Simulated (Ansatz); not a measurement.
Theory: DFT PBE, scalar-relativistic, plane waves, PAW (Ansatz 0.2.0).

Levels along Γ–X–U | K–Γ–L–W–X, in eV from the Fermi level, sorted by energy at each point. Points in fractions of the primitive reciprocal vectors: Γ (0.000 0.000 0.000), X (0.500 0.000 0.500), U (0.625 0.250 0.625), K (0.375 0.375 0.750), L (0.500 0.500 0.500), W (0.500 0.250 0.750).
```
point  k (1/Å, with 2π)  band 7  band 8  band 9  band 10  band 11  band 12  band 13
    Γ             0.000   -2.69   -2.69   -0.43    -0.43    -0.43     1.53     1.53
    -             0.195   -2.88   -2.88   -0.67    -0.01    -0.01     1.60     2.15
    -             0.391   -3.19   -3.19   -1.24     0.96     0.96     1.81     2.67
    -             0.586   -3.38   -3.38   -1.93     2.12     2.12     2.14     3.18
    -             0.781   -3.42   -3.42   -2.57     2.52     3.20     3.20     3.79
    -             0.977   -3.35   -3.35   -3.07     2.91     3.97     3.97     4.39
    -             1.172   -3.38   -3.24   -3.24     3.19     4.35     4.35     4.77
    X             1.367   -3.49   -3.20   -3.20     3.30     4.45     4.45     4.84
    -             1.437   -3.67   -3.24   -3.02     3.37     4.42     4.43     4.86
    -             1.506   -3.95   -3.35   -2.73     3.56     4.33     4.37     4.91
    -             1.575   -4.25   -3.53   -2.40     3.85     4.19     4.28     4.97
    -             1.644   -4.57   -3.75   -2.05     4.01     4.16     4.23     5.03
    -             1.713   -4.71   -3.99   -1.65     3.80     4.00     4.67     5.08
    -             1.782   -4.74   -4.24   -1.22     3.58     3.81     5.09     5.15
    U             1.851   -4.78   -4.48   -0.74     3.34     3.60     5.07     5.65
    K             1.851   -4.78   -4.48   -0.74     3.34     3.60     5.07     5.65
    -             2.058   -5.08   -4.84    0.87     2.58     2.85     4.74     7.01
    -             2.265   -5.38   -4.77    1.83     2.02     2.39     4.18     7.64
    -             2.473   -5.32   -4.53    1.14     1.22     2.89     3.57     6.90
    -             2.680   -4.88   -4.08    0.53     0.54     2.16     2.77     5.65
    -             2.887   -4.11   -3.49    0.01     0.05     0.95     2.23     3.89
    -             3.094   -3.20   -2.94   -0.32    -0.30     0.00     1.79     2.28
    Γ             3.301   -2.69   -2.69   -0.43    -0.43    -0.43     1.53     1.53
    -             3.471   -2.98   -2.98   -0.28    -0.28    -0.28     1.91     1.91
    -             3.640   -3.62   -3.62    0.00     0.12     0.12     2.84     2.84
    -             3.809   -4.30   -4.30    0.35     0.69     0.69     4.01     4.01
    -             3.978   -4.89   -4.89    0.87     1.40     1.40     5.25     5.25
    -             4.147   -5.33   -5.33    1.58     2.15     2.15     5.63     6.38
    -             4.316   -5.61   -5.61    2.42     2.77     2.77     5.14     7.25
    L             4.486   -5.70   -5.70    2.95     3.01     3.01     4.68     7.60
    -             4.624   -5.65   -5.64    2.67     2.84     3.05     5.08     7.54
    -             4.762   -5.52   -5.48    2.09     2.52     3.20     5.66     7.35
    -             4.900   -5.31   -5.28    1.59     2.07     3.44     5.72     7.04
    -             5.038   -5.08   -5.07    1.25     1.62     3.76     5.37     6.65
    -             5.176   -4.91   -4.88    1.06     1.26     4.08     4.96     6.25
    -             5.315   -4.81   -4.79    0.99     1.04     4.35     4.64     5.94
    W             5.453   -4.78   -4.78    0.97     0.97     4.46     4.52     5.83
    -             5.550   -4.78   -4.73    0.24     1.70     4.46     4.50     5.79
    -             5.648   -4.76   -4.65   -0.47     2.41     4.42     4.46     5.66
    -             5.746   -4.68   -4.51   -1.15     3.06     4.28     4.45     5.45
    -             5.843   -4.32   -4.19   -1.78     3.62     4.04     4.45     5.20
    -             5.941   -4.07   -3.71   -2.35     3.73     4.06     4.45     4.99
    -             6.039   -3.76   -3.34   -2.86     3.43     4.35     4.45     4.88
    X             6.136   -3.49   -3.20   -3.20     3.30     4.45     4.45     4.84
```

The cell has space group Fm-3m, 2 atoms and 17 electrons in the valence of the PAW potentials, and holds 2 elements, among them N; it is relaxed at this level.

Cutoff 420 eV, k mesh 20×20×20. No spin polarisation.

Question: Which material gives these bands?

Answer: ZrN, conventional cell a = 4.595 Å (cubic). Other compounds weren't ruled out.

It was relaxed from a cell as deposited in COD.
